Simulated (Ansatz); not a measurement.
# Mo2NCl2 MXene bilayer (AA) in a perpendicular field, part 2 of 3

Wanted: the out-of-plane response of the Mo2NCl2 MXene bilayer (AA). A positive field points along +c.

Ansatz 0.2.0; plane-wave DFT, PBE-D3(BJ), Ansatz PAW.

So far. Step 2 (Relaxing the slab): The lattice constant a goes from 2.953 to 2.961 Å.

### Step 3. Single point, field 0, start network

A sawtooth potential applies the field, turning back in the middle of the vacuum. With the dipole correction the typed value is the field outside the slab. The induced dipole is small, so the SCF threshold is tight.

The cell differs from the one that the last finished run ended in (c 60.151 → 33.844 Å).

Contents of input.yaml:

```yaml
crystal:
  lattice:
    - [2.9606179863, 0.0, 0.0]
    - [-1.4803089932, 2.5639703871, 0.0]
    - [0.0, 0.0, 33.8442266764]
  atoms:
    - { symbol: Cl, position: [0.3333333333, 0.6666666667, 0.2659242324] }
    - { symbol: Mo, position: [0.6666666667, 0.3333333333, 0.3197933859] }
    - { symbol: "N", position: [0.0, 0.0, 0.360184004] }
    - { symbol: Mo, position: [0.3333333333, 0.6666666667, 0.4005856255] }
    - { symbol: Cl, position: [0.6666666667, 0.3333333333, 0.4543381846] }
    - { symbol: Cl, position: [0.3333333333, 0.6666666667, 0.5456618154] }
    - { symbol: Mo, position: [0.6666666667, 0.3333333333, 0.5994143745] }
    - { symbol: "N", position: [0.0, 0.0, 0.639815996] }
    - { symbol: Mo, position: [0.3333333333, 0.6666666667, 0.6802066141] }
    - { symbol: Cl, position: [0.6666666667, 0.3333333333, 0.7340757676] }
kpoints:
  mp_grid: { grid: [18, 18, 1] }
  band_path:
    path: [[0, 0, 0], [0.5, 0, 0], [0.33333333, 0.33333333, 0], [0, 0, 0]]
    npoints: 16
hamiltonian:
  xc: pbe
  dispersion: d3bj
scf:
  occupations: { method: fermi_dirac, width: 0.02585 }
  convergence: { dr2_threshold: 1.0e-10 }
efield:
  axis: 3
  dipole_correction: true
  ramp_position: 0.97
  ramp_width: 0.06
  amplitude: 0
output:
  dos: { projected: true, e_range: [-6, 5] }
  bader: true
  write_potential: true
  write_density: true
  volumetric_format: npy
  elf: true
```

Launch:

```bash
$ ansatz run input.yaml --threads 4 --pin off --max-ram 6144MiB --backend cpu --events-out ev --progress --plain --runs-dir out
```

Numbers of over 12 decimals in the logs are rounded to 6 here.

The log of the run:

```text
[...]
Crystal: 10 atoms, lattice volume = 256.909 Å³
Basis set: ecut = 420 eV, 4925 PW (Γ)
Bands: 57, of which v1, the nominal top of the filled ones, is band 47 counted from 1 (46 counted from 0)
Symmetry: 6 space group operations
k-points: 37 of 324 (time reversal used)
[...]
SCF iter   1: F=—  HF=-24916.323844 eV  |F-HF|=—  |Δ(HF+E_count)|=         —  Δρ=8.74e-3  dr2=6.00e-1  ethr=1.77e-3  p=0.000 e·Å  D=2.08e-13 V/Å  ΔV_dip=-0.00 eV  dr2_dipole=3.99e-7  V_vac-E_F(+/−)=5.27/5.27 eV  ⟨swp⟩=8.6  Hψ=10009  notcnv=0  defer=11
efield: sawtooth ramp at fractional position 0.9700 (set: `efield.ramp_position`, or a place that a band, a saddle search or an elastic batch's reference lends), width 0.0600; the density the first Hamiltonian is built on has a dipole p = 0.000 e·Å; the dipole correction subtracts the counter field D = 2.08e-13 V/Å, which shifts the + side's vacuum level by -0.00 eV against the − side's; the planar-averaged density in the ramp window peaks in size at 2.8e-5 e/Å³
[...]
SCF iter   2: F=—  HF=-24916.277360 eV  |F-HF|=—  |Δ(HF+E_count)|=   4.65e-2  Δρ=4.72e-3  dr2=6.41e-2  ethr=6.38e-4  p=-0.000 e·Å  D=-2.49e-4 V/Å  ΔV_dip=0.01 eV  dr2_dipole=1.61e-5  V_vac-E_F(+/−)=4.23/4.22 eV  ⟨swp⟩=2.1  Hψ=3505  notcnv=0  defer=93
[...]
SCF iter  10: F=-24916.264701 eV  HF=-24916.264701 eV  |F-HF|=1.89e-10  |Δ(HF+E_count)|=  1.46e-11  Δρ=1.24e-7  dr2=5.19e-11  ethr=1.00e-12  p=-0.000 e·Å  D=-1.17e-8 V/Å  ΔV_dip=0.00 eV  dr2_dipole=1.47e-13  V_vac-E_F(+/−)=4.26/4.26 eV  ⟨swp⟩=8.9  Hψ=7812  notcnv=0
SCF 1 converged in 10 iterations: F = -24916.264701 eV  dr2 = 5.19e-11
[...]
NSCF: frozen V_eff on 49 k-points
efield: sawtooth ramp at fractional position 0.9700 (kept from the solve that this one continues, or follows in the run), width 0.0600; the density the first Hamiltonian is built on has a dipole p = -0.000 e·Å; the dipole correction subtracts the counter field D = -1.17e-8 V/Å, which shifts the + side's vacuum level by +0.00 eV against the − side's; the planar-averaged density in the ramp window peaks in size at 5.0e-6 e/Å³
[...]
SCF converged after 10 iterations
Free energy (F): -24916.264701 eV
[...]
Internal energy: -24916.251970 eV  (E = F + TS)
E sigma→0 (E₀):  -24916.258335 eV
Entropy (-TS):   -0.012731 eV (-1.273 meV/atom)
Fermi energy:    6.296817 eV
Dipole field:    D = 0.000000 V/Å  (p = 0.000001 e·Å, saw-weighted, corrected)
Work function:   Φ+ = 4.2583 eV   Φ− = 4.2583 eV
Levels:          The Fermi level and band energies are counted from a zero that moves with the ramp; work functions are not
[...]
--- Band table (eV; the first three rows and the last of 37) ---
  k-point 0: bands = [... 43 lower, 5.0161, 5.0238, 5.0238, 5.7521, 5.7723, 6.0535, 6.0535, 6.0545, ... 6 higher]
  k-point 1: bands = [... 43 lower, 4.9602, 5.0968, 5.1066, 5.7917, 5.8198, 6.0435, 6.0465, 6.1287, ... 6 higher]
  k-point 2: bands = [... 43 lower, 4.7199, 5.2705, 5.2813, 5.8044, 5.8382, 5.9765, 6.0023, 6.3174, ... 6 higher]
  k-point 36: bands = [... 43 lower, 5.9437, 5.9681, 5.9681, 5.9818, 5.9818, 7.2040, 7.2040, 7.2166, ... 6 higher]
--- Bader charges: 10 sites ---
  site symbol  charge [e]  shift [e]
     0     Cl     -0.5323     0.0005
     1     Mo      1.2582     0.0007
     2      N     -1.4515     0.0003
     3     Mo      1.2580     0.0007
     4     Cl     -0.5323     0.0005
     5     Cl     -0.5323     0.0005
     6     Mo      1.2580     0.0007
     7      N     -1.4515     0.0003
     8     Mo      1.2582     0.0007
     9     Cl     -0.5323     0.0005
  estimated error of the sums over rays = 5.1e-4 e
```

Elapsed: 28 s, on 4 threads of Intel Xeon Platinum 8488C (Sapphire Rapids), shared host; peak memory 1 GiB; 1.8 min of CPU time.

Numbers from this step:

```
energy at zero smearing   : -24916.2583 eV
work function, upper face : 4.258 eV
dipole along the normal   : 6.29e-7 e·Å
```

Running mean over a fixed 2.7 Å (it still follows the layers) of the planar mean; the ramp of the sawtooth is left out. The electron's electrostatic potential energy less the Fermi level by z:

z (Å), electron's electrostatic potential energy less the Fermi level (eV) and a bar from the least value:
```
        4        4.3 ##############################
        5        4.3 ##############################
        6        4.2 ##############################
        7        3.6 #############################
        8       -1.5 ####################
        9       -5.9 #############
       10      -13.0 
       11      -12.8 #
       12      -13.0 
       13      -13.3 
       14      -12.9 #
       15       -9.0 #######
       16       -3.2 #################
       17       -1.0 #####################
       18       -3.7 ################
       19      -10.4 #####
       20      -12.7 #
       21      -13.3 
       22      -13.1 
       23      -12.6 #
       24      -12.5 #
       25       -4.9 ##############
       26       -0.6 ######################
       27        3.8 #############################
       28        4.2 ##############################
       29        4.3 ##############################
       30        4.3 ##############################
```

The density of states has structure finer than the step of the table below, so its rows give means over 0.2 eV, whole bins alone (the curve runs from -6 to 1.99 eV). Peaks (eV: height): -5.53: 18.9, -5.26: 15.6, -5.15: 16.7, -0.27: 13.2, 1.09: 11.6, 1.22: 12.0, 1.31: 11.7.

The density of states by energy, zero at the Fermi level; means over each step:

| energy (eV) | density of states (states/eV a cell) |
| --- | --- |
| -5.8 | 7.53 |
| -5.6 | 10.9 |
| -5.4 | 12.5 |
| -5.2 | 14.8 |
| -5.0 | 9.46 |
| -4.8 | 4.02 |
| -4.6 | 3.90 |
| -4.4 | 4.52 |
| -4.2 | 5.54 |
| -4.0 | 4.23 |
| -3.8 | 3.53 |
| -3.6 | 3.12 |
| -3.4 | 5.17 |
| -3.2 | 4.86 |
| -3.0 | 3.37 |
| -2.8 | 3.62 |
| -2.6 | 3.89 |
| -2.4 | 2.57 |
| -2.2 | 1.25 |
| -2.0 | 2.01 |
| -1.8 | 3.69 |
| -1.6 | 5.83 |
| -1.4 | 5.20 |
| -1.2 | 4.04 |
| -1.0 | 4.95 |
| -0.8 | 5.01 |
| -0.6 | 2.68 |
| -0.4 | 6.29 |
| -0.2 | 9.71 |
| 0.0 | 5.90 |
| 0.2 | 5.06 |
| 0.4 | 4.90 |
| 0.6 | 6.97 |
| 0.8 | 7.03 |
| 1.0 | 9.60 |
| 1.2 | 9.84 |
| 1.4 | 7.88 |
| 1.6 | 7.65 |
| 1.8 | 5.22 |

Projected DOS per atom over height of the atomic layer and energy from the Fermi level. Layers: Cl Mo N Mo Cl Cl Mo N Mo Cl from below.

Values in states/eV, 22 rows by 10 columns, each cell a mean:
```
0.13 1.25 0.30 1.24 0.13 0.13 1.24 0.30 1.25 0.13
0.19 1.66 0.19 1.66 0.19 0.19 1.66 0.19 1.66 0.19
0.28 2.01 0.14 2.03 0.28 0.28 2.03 0.14 2.01 0.28
0.23 1.45 0.08 1.44 0.22 0.22 1.44 0.08 1.45 0.23
0.18 1.09 0.05 1.10 0.17 0.17 1.10 0.05 1.09 0.18
0.20 1.26 0.13 1.26 0.20 0.20 1.26 0.13 1.26 0.20
0.24 1.46 0.38 1.45 0.24 0.24 1.45 0.38 1.46 0.24
0.13 0.77 0.14 0.77 0.13 0.13 0.77 0.14 0.77 0.13
0.17 0.87 0.18 0.86 0.17 0.17 0.86 0.18 0.87 0.17
0.16 1.04 0.29 1.04 0.15 0.15 1.04 0.29 1.04 0.16
0.14 0.66 0.14 0.67 0.14 0.14 0.67 0.14 0.66 0.14
0.09 0.24 0.07 0.24 0.09 0.09 0.24 0.07 0.24 0.09
0.30 0.48 0.15 0.48 0.29 0.29 0.48 0.15 0.48 0.30
0.34 0.44 0.16 0.44 0.32 0.32 0.44 0.16 0.44 0.34
0.77 0.41 0.24 0.40 0.72 0.72 0.40 0.24 0.41 0.77
0.51 0.28 0.04 0.28 0.52 0.52 0.28 0.04 0.28 0.51
0.69 0.37 0.04 0.37 0.71 0.71 0.37 0.04 0.37 0.69
0.74 0.42 0.05 0.41 0.75 0.75 0.41 0.05 0.42 0.74
0.66 0.25 0.12 0.25 0.67 0.67 0.25 0.12 0.25 0.66
1.30 0.82 1.72 0.81 1.38 1.38 0.81 1.72 0.82 1.30
1.40 0.84 1.62 0.91 1.38 1.38 0.91 1.62 0.84 1.40
1.18 0.47 0.70 0.47 1.09 1.09 0.47 0.70 0.47 1.18
```
Columns: height of the atomic layer (Å) from 9 to 24.8 (not evenly spaced); rows upwards: energy from the Fermi level (eV) from -5.96 to 1.96.

The electronic bands at the labelled points (eV, zero at the Fermi level):

| point | band 45 | band 46 | band 47 | band 48 | band 49 | band 50 | band 51 | band 52 |
| --- | --- | --- | --- | --- | --- | --- | --- | --- |
| Γ | -1.27 | -1.27 | -0.54 | -0.52 | -0.24 | -0.24 | -0.24 | -0.24 |
| halfway | -0.65 | -0.58 | -0.27 | -0.12 | -0.11 | -0.11 | 0.60 | 0.62 |
| M | 1.08 | 1.11 | 1.12 | 1.13 | 1.80 | 1.80 | 1.81 | 1.82 |
| halfway | 0.47 | 0.51 | 0.62 | 0.67 | 1.25 | 1.28 | 1.35 | 1.37 |
| K | -0.33 | -0.33 | -0.32 | -0.32 | 0.91 | 0.91 | 0.92 | 0.92 |
| halfway | -1.10 | -1.00 | -0.24 | -0.21 | 0.82 | 0.83 | 0.91 | 0.98 |
| Γ | -1.27 | -1.27 | -0.54 | -0.52 | -0.24 | -0.24 | -0.24 | -0.24 |

Electrostatic potential energy in the ca plane at fractional y = 0.333, with atoms of Mo and Cl within 0.2 Å of it. With pseudopotentials it is smooth inside the atoms' cores, unlike the true potential.

Ten even steps from '0' (-50 eV) to '9' (11 eV), each cell a mean:
```
99999999999999999999998522478998888864579999
99999999999999999999997200058999998720148999
99999999999999999999986100048999998610038999
99999999999999999999997200158999888731158999
99999999999999999999998643578988788875689999
99999999999999999998888887889887667899999999
99999999999999999987789988998886557899999999
99999999999999999998888877889887668898999999
```
Columns run along c (16.0 Å, from fractional 0.06 to 0.53 of the cell; values clipped at the 3rd and 97th percentile), rows up along a (3.0 Å). Atoms in or near the plane, at fractional coordinates: Mo at (0.32, 0.67), Cl at (0.45, 0.67).

ELF in the ca plane at fractional y = 0.333, with atoms of Mo and Cl within 0.2 Å of it. It is the smooth field of the valence electrons, not physical close to the nuclei.

Ten even steps from '0' (0.00) to '9' (0.88), each cell a mean:
```
22225999983003554225762232122248999963100000
23337877996000111257776211233368779985100000
23347845996000001277477311233378449985200000
23237988995000122257775211232368889984100000
22224899972014665324652332122248999852000000
13422455420037998522323564134223554310000000
14531111100048998632324675235411111000000000
13422566530037898522322564134224666420000000
```
Columns run along c (16.0 Å, from fractional 0.38 to 0.86 of the cell), rows up along a (3.0 Å). Atoms in or near the plane, at fractional coordinates: Cl at (0.45, 0.67), Mo at (0.60, 0.67), Cl at (0.73, 0.67).

Valence density in the ca plane at fractional y = 0.333, with atoms of Mo and Cl within 0.2 Å of it. It is the smooth field of the valence electrons, not physical close to the nuclei.

Ten steps, logarithmic in the rise over the least value, from '0' (0.0 e/Å³) to '9' (6.5 e/Å³), each cell a mean:
```
00000000000012333346875433344345666421112333
00000000000001122368998532233346767531011223
00000000000000122379998532233346636631001223
00000000000001223368997532233346766531012233
00000000000012344346775433344445665421123444
00000000000013455433444444455543443210124554
00000000000013455433333455456543322110134554
00000000000012455434444444455433443210124554
```
Columns run along c (16.0 Å, from fractional 0.10 to 0.58 of the cell), rows up along a (3.0 Å). Atoms in or near the plane, at fractional coordinates: Mo at (0.32, 0.67), Cl at (0.45, 0.67).

The work function of the upper face is 4.26 eV.

### Step 4. Single point, field 0.1 V/Å

input.yaml, as its differences from that of step 3:

```diff
@@ -30,8 +30,6 @@
   dipole_correction: true
-  ramp_position: 0.97
-  ramp_width: 0.06
-  amplitude: 0
+  ramp_position: 0.9622
+  ramp_width: 0.0756
+  amplitude: 0.1
 output:
-  dos: { projected: true, e_range: [-6, 5] }
-  bader: true
   write_potential: true
@@ -39,2 +37 @@
   volumetric_format: npy
-  elf: true
```

The log of the run:

```text
[...]
Crystal: 10 atoms, lattice volume = 256.909 Å³
Basis set: ecut = 420 eV, 4925 PW (Γ)
Bands: 57, of which v1, the nominal top of the filled ones, is band 47 counted from 1 (46 counted from 0)
Symmetry: 6 space group operations
k-points: 37 of 324 (time reversal used)
[...]
k-point 0: bands = [... 43 lower, 5.0158, 5.0236, 5.0236, 5.7518, 5.7721, 6.0532, 6.0532, 6.0542, ... 6 higher]
  k-point 1: bands = [... 43 lower, 4.9601, 5.0965, 5.1063, 5.7914, 5.8195, 6.0432, 6.0462, 6.1284, ... 6 higher]
  k-point 2: bands = [... 43 lower, 4.7197, 5.2702, 5.2811, 5.8041, 5.8379, 5.9762, 6.0021, 6.3171, ... 6 higher]
  k-point 36: bands = [... 43 lower, 5.9434, 5.9671, 5.9684, 5.9796, 5.9835, 7.2028, 7.2046, 7.2156, ... 6 higher]
[key lines of the parts left out:]
SCF converged after 13 iterations
Free energy (F): -24916.268412 eV
Fermi energy:    6.296533 eV
Dipole field:    D = 0.052286 V/Å  (p = 0.074235 e·Å, saw-weighted, corrected)
```

It took 20 s on 4 threads; peak memory 0.97 GiB; 77 s of CPU time.

The dipole is 0.0742 e·Å.

### Step 5. Atoms held, field -0.1 V/Å

input.yaml, as its differences from that of step 4:

```diff
@@ -32,3 +32,3 @@
   ramp_width: 0.0756
-  amplitude: 0.1
+  amplitude: -0.1
 output:
```

The log of the run:

```text
[...]
Crystal: 10 atoms, lattice volume = 256.909 Å³
Basis set: ecut = 420 eV, 4925 PW (Γ)
Bands: 57, of which v1, the nominal top of the filled ones, is band 47 counted from 1 (46 counted from 0)
Symmetry: 6 space group operations
k-points: 37 of 324 (time reversal used)
[...]
k-point 0: bands = [... 43 lower, 5.0158, 5.0236, 5.0236, 5.7518, 5.7721, 6.0532, 6.0532, 6.0542, ... 6 higher]
  k-point 1: bands = [... 43 lower, 4.9601, 5.0965, 5.1063, 5.7914, 5.8195, 6.0432, 6.0462, 6.1284, ... 6 higher]
  k-point 2: bands = [... 43 lower, 4.7197, 5.2702, 5.2811, 5.8041, 5.8379, 5.9762, 6.0021, 6.3171, ... 6 higher]
  k-point 36: bands = [... 43 lower, 5.9434, 5.9671, 5.9684, 5.9796, 5.9835, 7.2028, 7.2046, 7.2156, ... 6 higher]
[key lines of the parts left out:]
SCF converged after 13 iterations
Free energy (F): -24916.268412 eV
Fermi energy:    6.296533 eV
Dipole field:    D = -0.052287 V/Å  (p = -0.074235 e·Å, saw-weighted, corrected)
```

Elapsed: 20 s, on 4 threads; peak memory 0.96 GiB; 79 s of CPU time.

The dipole is -0.0742 e·Å.

### Step 6. Single point, field 0.2 V/Å

input.yaml, as its differences from that of step 5:

```diff
@@ -32,3 +32,3 @@
   ramp_width: 0.0756
-  amplitude: -0.1
+  amplitude: 0.2
 output:
```

The log of the run:

```text
[...]
Crystal: 10 atoms, lattice volume = 256.909 Å³
Basis set: ecut = 420 eV, 4925 PW (Γ)
Bands: 57, of which v1, the nominal top of the filled ones, is band 47 counted from 1 (46 counted from 0)
Symmetry: 6 space group operations
k-points: 37 of 324 (time reversal used)
[...]
k-point 0: bands = [... 43 lower, 5.0149, 5.0228, 5.0228, 5.7509, 5.7712, 6.0523, 6.0523, 6.0534, ... 6 higher]
  k-point 1: bands = [... 43 lower, 4.9596, 5.0955, 5.1056, 5.7904, 5.8187, 6.0423, 6.0454, 6.1276, ... 6 higher]
  k-point 2: bands = [... 43 lower, 4.7191, 5.2693, 5.2803, 5.8032, 5.8371, 5.9752, 6.0014, 6.3162, ... 6 higher]
  k-point 36: bands = [... 43 lower, 5.9427, 5.9654, 5.9682, 5.9769, 5.9847, 7.2010, 7.2046, 7.2139, ... 6 higher]
[key lines of the parts left out:]
SCF converged after 14 iterations
Free energy (F): -24916.279548 eV
Fermi energy:    6.295674 eV
Dipole field:    D = 0.104579 V/Å  (p = 0.148478 e·Å, saw-weighted, corrected)
```

It took 21 s on 4 threads; peak memory 0.97 GiB; 81 s of CPU time.

The dipole is 0.148 e·Å.

### Step 7. Single point, field -0.2 V/Å

input.yaml, as its differences from that of step 6:

```diff
@@ -32,3 +32,3 @@
   ramp_width: 0.0756
-  amplitude: 0.2
+  amplitude: -0.2
 output:
```

The log of the run:

```text
[...]
Crystal: 10 atoms, lattice volume = 256.909 Å³
Basis set: ecut = 420 eV, 4925 PW (Γ)
Bands: 57, of which v1, the nominal top of the filled ones, is band 47 counted from 1 (46 counted from 0)
Symmetry: 6 space group operations
k-points: 37 of 324 (time reversal used)
[...]
k-point 0: bands = [... 43 lower, 5.0149, 5.0228, 5.0228, 5.7509, 5.7712, 6.0523, 6.0523, 6.0534, ... 6 higher]
  k-point 1: bands = [... 43 lower, 4.9596, 5.0955, 5.1056, 5.7904, 5.8187, 6.0423, 6.0454, 6.1276, ... 6 higher]
  k-point 2: bands = [... 43 lower, 4.7191, 5.2693, 5.2803, 5.8032, 5.8371, 5.9752, 6.0014, 6.3162, ... 6 higher]
  k-point 36: bands = [... 43 lower, 5.9427, 5.9654, 5.9682, 5.9769, 5.9847, 7.2010, 7.2046, 7.2139, ... 6 higher]
[key lines of the parts left out:]
SCF converged after 14 iterations
Free energy (F): -24916.279548 eV
Fermi energy:    6.295674 eV
Dipole field:    D = -0.104579 V/Å  (p = -0.148478 e·Å, saw-weighted, corrected)
```

Elapsed: 20 s, on 4 threads; peak memory 0.97 GiB.

The dipole is -0.148 e·Å.

### Step 8. Single point, field 0.35 V/Å

input.yaml, as its differences from that of step 7:

```diff
@@ -30,6 +30,8 @@
   dipole_correction: true
-  ramp_position: 0.9622
-  ramp_width: 0.0756
-  amplitude: -0.2
+  ramp_position: 0.9449
+  ramp_width: 0.1103
+  amplitude: 0.35
 output:
+  dos: { projected: true, e_range: [-6, 5] }
+  bader: true
   write_potential: true
@@ -37 +39,2 @@
   volumetric_format: npy
+  elf: true
```

The log of the run:

```text
[...]
Crystal: 10 atoms, lattice volume = 256.909 Å³
Basis set: ecut = 420 eV, 4925 PW (Γ)
Bands: 57, of which v1, the nominal top of the filled ones, is band 47 counted from 1 (46 counted from 0)
Symmetry: 6 space group operations
k-points: 37 of 324 (time reversal used)
[...]
--- Bader charges: 10 sites ---
  site symbol  charge [e]  shift [e]
     0     Cl     -0.5441     0.0005
     1     Mo      1.2548     0.0007
     2      N     -1.4508     0.0003
     3     Mo      1.2577     0.0007
     4     Cl     -0.5324     0.0005
     5     Cl     -0.5323     0.0005
     6     Mo      1.2583     0.0007
     7      N     -1.4523     0.0003
     8     Mo      1.2616     0.0006
     9     Cl     -0.5205     0.0005
  estimated error of the sums over rays = 5.4e-4 e
[key lines of the parts left out:]
SCF converged after 13 iterations
Free energy (F): -24916.310174 eV
Fermi energy:    6.292998 eV
Dipole field:    D = 0.183047 V/Å  (p = 0.259885 e·Å, saw-weighted, corrected)
```

Run time: 31 s. Hardware: 4 threads; peak memory 1 GiB.

The dipole is 0.260 e·Å.

(Continued in part 3 of 3.)

[Logs are printed without paths, hosts, clocks, repeated set-up lines and the standing remarks that a program may print on its own settings, such as how far it seeks lower states.]

[Hosts, paths, dates, database ids (printed as entryN), source tags and the programs' standing remarks are cut or masked in the printed files.]

[Maps of the electrostatic potential energy from Ansatz leave out the sawtooth potential of an applied field or a dipole correction, so their vacuum need not be flat; planar profiles and work functions include it.]

[The density of states shown here was stored with 400 of the rows of the run's finer table, so its peaks can read low, often by over a quarter, or be missed, and its means over a window can be off by a tenth or more.]
